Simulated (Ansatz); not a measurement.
# TiSi2 in Ansatz: the effect of functional

TiSi2:

```
Ti Si
1.0
    -1.45297    1.68899    4.15516
     1.45297   -1.68899    4.15516
     1.45297    1.68899   -4.15516
Ti Si
1 2
Direct
  0.00000 0.00000 0.00000
  0.67008 0.67008 0.00000
  0.32992 0.32992 0.00000
```

The cell comes from a database or a generator and needn't be the stable form of this composition.

The cell isn't the ideal one: volume scaled by 0.96.

Alike in all runs:

| Property | Result |
| --- | --- |
| Program | Ansatz 0.2.0 |
| Task | single point |
| Potentials or basis | Ansatz PAW |
| k mesh | 12 × 12 × 12 |
| Occupations | fermi-dirac, width 0.05 eV |
| Spin | no spin polarisation |

| functional | cutoff | pressure (GPa) | largest force (eV/Å) |
| --- | --- | --- | --- |
| LDA | 420 eV (not typed: the program's choice for these potentials) | -1.0 | 0.09 |
| PBEsol | 420 eV (not typed: the program's choice for these potentials) | 2.3 | 0.04 |
| r2SCAN | 500 eV (not typed: the program's choice for these potentials) | ? | ? |

Question: What does the run with functional r2SCAN give?

Answer: Pressure 3.7 GPa; largest force 0.08 eV/Å.

Caveats: the PAW data sets come from PBE, with cores solved anew for the run's functional, which leaves a small shift of forces and pressure.

Runs at the PBE level aren't shown here.
